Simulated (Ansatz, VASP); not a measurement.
One calculation of CdSe, two programs

Contents of INCAR:

```
  PREC = Accurate
  ENCUT = 520
  EDIFF = 1E-7
  ISMEAR = 0
  SIGMA = 0.1
  LREAL = False
  LASPH = True
  NELM = 100
  ALGO = Normal
  ISIF = 2
  LWAVE = False
  LCHARG = False
  GGA = CA
  NBANDS = 16
```

KPOINTS

```
Automatic mesh
0
Gamma
  6 6 6
```

Contents of POSCAR:

```
CdSe
1.0
    0.0000000000      3.0702711986      3.0702711986
    3.0702711986      0.0000000000      3.0702711986
    3.0702711986      3.0702711986      0.0000000000
Cd Se
1 1
Direct
    0.0000000000      0.0000000000      0.0000000000
    0.7500000000      0.7500000000      0.7500000000
```

Input for Ansatz:

```yaml
crystal:
  lattice:
    - [0.0, 3.0702711986, 3.0702711986]
    - [3.0702711986, 0.0, 3.0702711986]
    - [3.0702711986, 3.0702711986, 0.0]
  atoms:
    - { symbol: Cd, position: [0.0, 0.0, 0.0] }
    - { symbol: Se, position: [0.75, 0.75, 0.75] }
basis:
  ecutwfc: 420
kpoints:
  mp_grid: { grid: [6, 6, 6] }
hamiltonian:
  xc: lda
scf:
  occupations: { method: gaussian, width: 0.1 }
output:
  forces: true
  stress: true
  eigenvalues: true
```

Measurements of this composition are mostly on another form, of space group No. 186.

Alike in both runs: task single point; functional LDA; k mesh 6 × 6 × 6; occupations gaussian, width 0.1 eV; no spin polarisation.

|  | VASP | Ansatz |
| --- | --- | --- |
| version | VASP 6.6.1 | Ansatz 0.2.0 |
| potentials or method | VASP PAW LDA potentials, release 64 (Cd, Se) | scalar-relativistic, plane waves, PAW |
| plane-wave cutoff (eV) | 520 | 420 |
| valence electrons in the cell | 18 | 36 |

```tsv
	VASP	Ansatz	Ansatz less VASP
gap on the k mesh at the Fermi level (eV)	0.30	0.27	-0.031
least direct gap on the mesh (eV)	0.30	0.27	-0.031
pressure (GPa)	-2.9	-3.2	-0.37
```

The two sets of potentials don't hold the same shells in valence.

LDA gaps usually lie below the measured ones, often by a third to a half.
